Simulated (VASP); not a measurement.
# W (Im-3m) in VASP: a series of runs

One crystal, W, is run at these levels: PBE; tasks: relaxation of cell and atoms.

All numbers are computed with VASP 6.6.1; they aren't measurements. Logs are shortened: lines on timing, memory, paths and dates and some standing lists are left out, and cuts for length are marked.

## 1. Starting point

It takes space group Im-3m (No. 229, cubic). The conventional cell has a = 3.165 Å, b = 3.165 Å, c = 3.165 Å, α = 90.00°, β = 90.00°, γ = 90.00°. Around W (site symmetry m-3m) lie 8 W at 2.74 Å.

## 2. Relaxation of cell and atoms, PBE

INCAR reads:

```
SYSTEM = W
PREC = Accurate
ENCUT = 520
EDIFF = 1E-7
ISMEAR = 1
SIGMA = 0.2
LREAL = .False.
LASPH = .True.
NELM = 100
ALGO = Normal
ISIF = 3
LWAVE = .False.
LCHARG = .False.
GGA = PE
IBRION = 2
NSW = 80
EDIFFG = -0.002
```

KPOINTS reads:

```
Automatic mesh
0
Gamma
  18 18 18
  0 0 0
```

POSCAR reads:

```
W
1.0
   -1.5823450000      1.5823450000      1.5823450000
    1.5823450000     -1.5823450000      1.5823450000
    1.5823450000      1.5823450000     -1.5823450000
W
1
Direct
    0.0000000000      0.0000000000      0.0000000000
```

Potentials or basis: VASP PAW PBE potentials, release 64 (W_sv).

Command:

```console
$ cat potpaw_PBE.64/W_sv/POTCAR > POTCAR
$ mpirun -np 1 vasp_std > vasp.out
```

OUTCAR:

```text
SYSTEM = W
   PREC = Accurate
   ENCUT = 520
   EDIFF = 1E-7
   ISMEAR = 1
   LREAL = .False.
   LASPH = .True.
   NELM = 100
   ISIF = 3
   GGA = PE
   IBRION = 2
   NSW = 80
   EDIFFG = -0.002

 ion  position               nearest neighbor table
   1  0.000  0.000  0.000-

  LATTYP: Found a body centered cubic cell.
 ALAT       =     3.1646900000

  Lattice vectors:

 A1 = (  -1.5823450000,   1.5823450000,   1.5823450000)
 A2 = (   1.5823450000,  -1.5823450000,   1.5823450000)
 A3 = (   1.5823450000,   1.5823450000,  -1.5823450000)

Analysis of symmetry for initial positions (statically):
=====================================================================
 Subroutine PRICEL returns:
 Original cell was already a primitive cell.

 Routine SETGRP: Setting up the symmetry group for a
 body centered cubic supercell.

 Subroutine GETGRP returns: Found 48 space group operations
 (whereof 48 operations were pure point group operations)
 out of a pool of 48 trial point group operations.

The static configuration has the point symmetry O_h .

Analysis of symmetry for dynamics (positions and initial velocities):
=====================================================================
 Subroutine PRICEL returns:
 Original cell was already a primitive cell.

 Routine SETGRP: Setting up the symmetry group for a
 body centered cubic supercell.

 Subroutine GETGRP returns: Found 48 space group operations
 (whereof 48 operations were pure point group operations)
 out of a pool of 48 trial point group operations.

The dynamic configuration has the point symmetry O_h .

 Subroutine INISYM returns: Found 48 space group operations
 (whereof 48 operations are pure point group operations),
 and found     1 'primitive' translations

----------------------------------------------------------------------------------------

                                     Primitive cell

  volume of cell :      15.8476

  direct lattice vectors                    reciprocal lattice vectors
    -1.582345000  1.582345000  1.582345000     0.000000000  0.315986716  0.315986716
     1.582345000 -1.582345000  1.582345000     0.315986716  0.000000000  0.315986716
     1.582345000  1.582345000 -1.582345000     0.315986716  0.315986716  0.000000000

  length of vectors
     2.740701935  2.740701935  2.740701935     0.446872699  0.446872699  0.446872699

  position of ions in fractional coordinates (direct lattice)
     0.000000000  0.000000000  0.000000000

  ion indices of the primitive-cell ions
   primitive index   ion index
                 1           1

----------------------------------------------------------------------------------------

 KPOINTS: Automatic mesh

Automatic generation of k-mesh.
 Grid dimensions read from file:
 generate k-points for:   18   18   18

 Generating k-lattice:

  Cartesian coordinates                     Fractional coordinates (reciprocal lattice)
     0.000000000  0.017554818  0.017554818     0.055555556  0.000000000  0.000000000
     0.017554818  0.000000000  0.017554818     0.000000000  0.055555556  0.000000000
     0.017554818  0.017554818  0.000000000     0.000000000  0.000000000  0.055555556

  Length of vectors
     0.024826261  0.024826261  0.024826261

  Shift w.r.t. Gamma in fractional coordinates (k-lattice)
     0.000000000  0.000000000  0.000000000

 Subroutine IBZKPT returns following result:
 ===========================================

 Found    195 irreducible k-points:

 Following reciprocal coordinates:
            Coordinates               Weight
  0.000000  0.000000  0.000000      1.000000
  0.055556  0.000000  0.000000     12.000000
  0.111111  0.000000  0.000000     12.000000
  0.166667  0.000000  0.000000     12.000000
  0.222222  0.000000  0.000000     12.000000
  0.277778  0.000000  0.000000     12.000000
[... 16 lines left out ...]
  0.333333  0.111111 -0.000000     48.000000
  0.388889  0.111111  0.000000     48.000000
 [... further k-points ...]
   k-points           NKPTS =    195   k-points in BZ     NKDIM =    195   number of bands    NBANDS=     11
   number of dos      NEDOS =    301   number of ions     NIONS =      1
   total plane-waves  NPLWV =   8000
   dimension x,y,z NGX =    20 NGY =   20 NGZ =   20
   dimension x,y,z NGXF=    40 NGYF=   40 NGZF=   40
   ions per type =               1
   NGX,Y,Z   is equivalent  to a cutoff of  12.13, 12.13, 12.13 a.u.
   NGXF,Y,Z  is equivalent  to a cutoff of  24.26, 24.26, 24.26 a.u.
 SYSTEM =  W
   PREC   = accura    normal or accurate (medium, high low for compatibility)
   ISTART =      0    job   : 0-new  1-cont  2-samecut
   ICHARG =      2    charge: 1-file 2-atom 10-const
   ISPIN  =      1    spin polarized calculation?
   LNONCOLLINEAR =      F non collinear calculations
   LSORBIT =      F    spin-orbit coupling
   LASPH  =      T    aspherical Exc in radial PAW
   ENCUT  =  520.0 eV  38.22 Ry    6.18 a.u.   5.10  5.10  5.10*2*pi/ulx,y,z
   NELM   =    100;   NELMIN=  2; NELMDL= -5     # of ELM steps
   EDIFF  = 0.1E-06   stopping-criterion for ELM
   LREAL  =      F    real-space projection
   EDIFFG = -.2E-02   stopping-criterion for IOM
   NSW    =     80    number of steps for IOM
   IBRION =      2    ionic relax: 0-MD 1-quasi-New 2-CG
   NFREE  =      1    steps in history (QN), initial steepest desc. (CG)
   ISIF   =      3    stress and relaxation
   ISYM   =      2    0-nonsym 1-usesym 2-fastsym
   POTIM  = 0.5000    time-step for ionic-motion
   TEBEG  =    0.0;   TEEND  =   0.0 temperature during run
   PSTRESS=    0.0 pullay stress
   NELECT =      14.0000    total number of electrons
   NUPDOWN=      -1.0000    fix difference up-down
   EMIN   =  10.00;   EMAX   =-10.00  energy-range for DOS
   EFERMI =   0.00;   METHOD = LEGACY
   ISMEAR =     1;   SIGMA  =   0.20  broadening in eV -4-tet -1-fermi 0-gaus
   EFERMI_NEDOS =   21; number of points for ismear=-14 and -15
   IALGO  =     38    algorithm
   IMIX   =      4    mixing-type and parameters
     AMIX     =   0.40;   BMIX     =  1.00
     AMIX_MAG =   1.60;   BMIX_MAG =  1.00
  volume/ion in A,a.u.               =      15.85       106.94
  Fermi-wavevector in a.u.,A,eV,Ry     =   1.570832  2.968442 33.572544  2.467512
  Thomas-Fermi vector in A             =   2.672506
   LORBIT       =      0    0 simple, 1 ext, 2 COOP (PROOUT), +10 PAW based schemes
   GGA     = PE    functional components
   LHFCALC =     F    Hartree Fock is set to
   AEXX    =    0.0000 exact exchange contribution
   IVDW    =     0    specifies the selected vdW correction
   LEPSILON=     F    determine dielectric tensor
   LRPA    =     F    only Hartree local field effects (RPA)
 conjugate gradient relaxation of ions
 non-spin polarized calculation
 Methfessel and Paxton  Order N= 1 SIGMA  =   0.20
  energy-cutoff  :      520.00
  volume of cell :       15.85
 maximum number of plane-waves:       440
   NGX = 11   NGY = 11   NGZ = 11

--------------------------------------- Ionic step        1  -------------------------------------------

 number of electron      14.0000004 magnetization

 Free energy of the ion-electron system (eV)
  ---------------------------------------------------
  ext. energy  EPLUGINS =         0.00000000
  ---------------------------------------------------
  free energy    TOTEN  =       -12.94398198 eV

  energy without entropy =      -12.94238294  energy(sigma->0) =      -12.94344897

------------------------ aborting loop because EDIFF is reached ----------------------------------------

  FORCE on cell =-STRESS in cart. coord.  units (eV):
  Direction    XX          YY          ZZ          XY          YZ          ZX
  --------------------------------------------------------------------------------------
  -------------------------------------------------------------------------------------
  Total        0.6157736      0.6157736      0.6157736      0.0000000     -0.0000000      0.0000000
  in kB       62.2541209     62.2541209     62.2541209      0.0000000     -0.0000000      0.0000000
  external PRESSURE =      62.2541209 kB  Pullay stress =       0.0000000 kB
[... 90 lines left out ...]
  energy  without entropy=      -12.9481601426  energy(sigma->0) =      -12.94932066

--------------------------------------- Ionic step        4  -------------------------------------------

 number of electron      14.0000000 magnetization

 Free energy of the ion-electron system (eV)
  ---------------------------------------------------
  ext. energy  EPLUGINS =         0.00000000
  ---------------------------------------------------
  free energy    TOTEN  =       -12.94990670 eV

  energy without entropy =      -12.94817216  energy(sigma->0) =      -12.94932852

 E-fermi :  11.1668     XC(G=0): -13.5316

 val. band max:       11.1619421128   @ k =  -0.2778   0.3333   0.2222
 cond. band min:      11.1783609873   @ k =   0.5000   0.5000   0.2222
 fundamental gap:      0.0164188745
 Fermi energy:        11.1668034462

 k-point     1 :       0.0000    0.0000    0.0000
  band No.  band energies     occupation
      1     -63.0368      2.00000
      2     -26.6268      2.00000
      3     -26.6268      2.00000
      4     -26.6268      2.00000
      5       1.6367      2.00000
      6       9.9725      2.00000
      7       9.9725      2.00000
      8       9.9725      2.00000
      9      13.3855     -0.00000
     10      13.3855     -0.00000
     11      25.6399      0.00000
[... 309 lines left out ...]
 k-point    24 :       0.3889    0.1111    0.0000
  band No.  band energies     occupation
      1     -62.9136      2.00000
      2     -27.7606      2.00000
      3     -27.0534      2.00000
      4     -26.6863      2.00000
      5       5.4422      2.00000
      6       7.8398      2.00000
      7      10.5517      2.00012
      8      13.1511     -0.00000
      9      14.4422     -0.00000
     10      17.4290      0.00000
     11      21.8201      0.00000

 [... further k-points ...]
[... 5 lines left out ...]
  --------------------------------------------------------------------------------------
  -------------------------------------------------------------------------------------
  Total       -0.0007378     -0.0007378     -0.0007378      0.0000000     -0.0000000      0.0000000
  in kB       -0.0731499     -0.0731499     -0.0731499      0.0000000     -0.0000000      0.0000000
  external PRESSURE =      -0.0731499 kB  Pullay stress =       0.0000000 kB
[... 16 lines left out ...]
  FREE ENERGIE OF THE ION-ELECTRON SYSTEM (eV)
  ---------------------------------------------------
  free  energy   TOTEN  =       -12.9499066997 eV

  energy  without entropy=      -12.9481721643  energy(sigma->0) =      -12.94932852

 reached required accuracy - stopping structural energy minimisation
```

Wall time 38 s (1 thread of AMD EPYC 9R45 (Zen 5), shared host); peak memory 0.13 GiB.

What came out:

```yaml
Free_energy: -12.9499 eV
Relaxed_volume: 16.16 Å³/atom
Relaxed_cell: a = 2.759 Å, b = 2.759 Å, c = 2.759 Å, α = 109.47°, β = 109.47°, γ = 109.47°
Space_group_after_relaxing_to_0.05_Å: Im-3m (No. 229)
Energy_gained_by_relaxing: 5.9 meV/atom
Ionic_steps: 4
Pressure_after_relaxing: 0.0 GPa
Band_gap_on_the_k_mesh: none (metal or under the smearing width)
```

The path:
| step | energy change (eV) | largest force (eV/Å) | pressure (GPa) | volume (Å³) |
| --- | --- | --- | --- | --- |
| 1 | 0.0000 | 0.0000 | 6.23 | 15.85 |
| 2 | 0.0624 | 0.0000 | -17.98 | 17.30 |
| 3 | -0.0059 | 0.0000 | -0.18 | 16.17 |
| 4 | -0.0059 | 0.0000 | -0.01 | 16.16 |

Final structure:
```
CELL_PARAMETERS angstrom
-1.59265 1.59265 1.59265
1.59265 -1.59265 1.59265
1.59265 1.59265 -1.59265
ATOMIC_POSITIONS crystal
W 0.00000 0.00000 0.00000
```

## 3. Relaxation of cell and atoms, PBE

This run uses another cell than the first one, of 16.16 Å³/atom, 1.020 times its volume.

INCAR is that of step 2.

KPOINTS is that of step 2.

POSCAR reads:

```
W                                       
1.0
   -1.5926499075      1.5926499075      1.5926499075
    1.5926499075     -1.5926499075      1.5926499075
    1.5926499075      1.5926499075     -1.5926499075
  W             
     1
Direct
     0.0000000000000000    0.0000000000000000    0.0000000000000000
```

Potentials or basis: VASP PAW PBE potentials, release 64 (W_sv).

Command:

```console
$ cat potpaw_PBE.64/W_sv/POTCAR > POTCAR
$ mpirun -np 1 vasp_std > vasp.out
```

Wall time 20 s (1 thread of AMD EPYC 9R45 (Zen 5), shared host); peak memory 0.14 GiB.

Results (log left out):

- Free energy: -12.9501 eV
- Pressure after relaxing: 0.0 GPa
- Band gap on the k mesh: none (metal or under the smearing width)

Final structure:
```cif
data_structure
_symmetry_space_group_name_H-M 'P 1'
_symmetry_Int_Tables_number 1
_cell_length_a 2.7586
_cell_length_b 2.7586
_cell_length_c 2.7586
_cell_angle_alpha 109.471
_cell_angle_beta 109.471
_cell_angle_gamma 109.471
_cell_volume 16.16
loop_
_atom_site_label
_atom_site_type_symbol
_atom_site_fract_x
_atom_site_fract_y
_atom_site_fract_z
_atom_site_occupancy
W1 W 0.00000 0.00000 0.00000 1
```

Levels at points of the mesh, in eV from the Fermi level:
```tsv
k point	band 5	band 6	band 7	band 8	band 9	band 10
(0.00, 0.00, 0.00)	-9.53	-1.19	-1.19	-1.19	2.22	2.22
(0.50, 0.00, 0.00)	-6.15	-3.47	0.61	2.10	3.06	5.98
(0.50, 0.50, 0.50)	-5.68	-5.68	5.03	5.03	5.03	8.09
```

Caveat: the relaxation stopped at its first step, so nothing moved.
